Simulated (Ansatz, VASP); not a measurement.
AlN in VASP and in Ansatz

The input INCAR:

```
ALGO = Normal
EDIFF = 1E-6
ENCUT = 520
GGA = PE
ISIF = 2
ISMEAR = 0
LASPH = True
LCHARG = False
LREAL = False
LWAVE = False
NBANDS = 16
NELM = 60
PREC = Accurate
SIGMA = 0.05
```

KPOINTS

```
k-points
0
Gamma
  9 9 6
```

POSCAR

```
AlN
1.0
    3.3963000000      0.0000000000      0.0000000000
   -1.6981500000      2.9412820789      0.0000000000
    0.0000000000      0.0000000000      4.0620000000
Al N
2 2
Direct
    0.3333333333      0.6666666667      0.7500000000
    0.6666666667      0.3333333333      0.2500000000
    0.3333333333      0.6666666667      0.2500000000
    0.6666666667      0.3333333333      0.7500000000
```

Input for Ansatz:

```yaml
crystal:
  lattice:
    - [3.3963, 0.0, 0.0]
    - [-1.69815, 2.9412820789, 0.0]
    - [0.0, 0.0, 4.062]
  atoms:
    - { symbol: Al, position: [0.3333333333, 0.6666666667, 0.75] }
    - { symbol: Al, position: [0.6666666667, 0.3333333333, 0.25] }
    - { symbol: "N", position: [0.3333333333, 0.6666666667, 0.25] }
    - { symbol: "N", position: [0.6666666667, 0.3333333333, 0.75] }
basis:
  ecutwfc: 520.0
kpoints:
  mp_grid: { grid: [9, 9, 6] }
hamiltonian:
  xc: pbe
  pseudopotentials: { kind: paw, azcp: { folder: soft_1 } }
scf:
  occupations: { method: gaussian, width: 0.05 }
output:
  forces: true
  stress: true
  eigenvalues: true
```

Alike in both runs: task single point; functional PBE; k mesh 9 × 9 × 6; occupations gaussian, width 0.05 eV; no spin polarisation.

|  | VASP | Ansatz |
| --- | --- | --- |
| version | VASP 6.6.1 | Ansatz 0.2.0 |
| potentials or method | VASP PAW PBE potentials, release 64 (Al, N) | scalar-relativistic, plane waves, PAW |
| plane-wave cutoff (eV) | 520 | 520 |
| valence electrons in the cell | 16 | 16 |

|  | VASP | Ansatz | Ansatz less VASP |
| --- | --- | --- | --- |
| gap on the k mesh at the Fermi level (eV) | 3.30 | 3.29 | -0.008 |
| least direct gap on the mesh (eV) | 3.30 | 3.29 | -0.008 |
| pressure (GPa) | -4.3 | -4.2 | +0.13 |
| largest component of the traceless stress (GPa) | 6.78 | 6.66 | -0.119 |

The functional is the same, so the differences come from potentials, cutoffs and numerics.

Expect the measured gap to be larger: semilocal functionals such as PBE lack the derivative discontinuity.
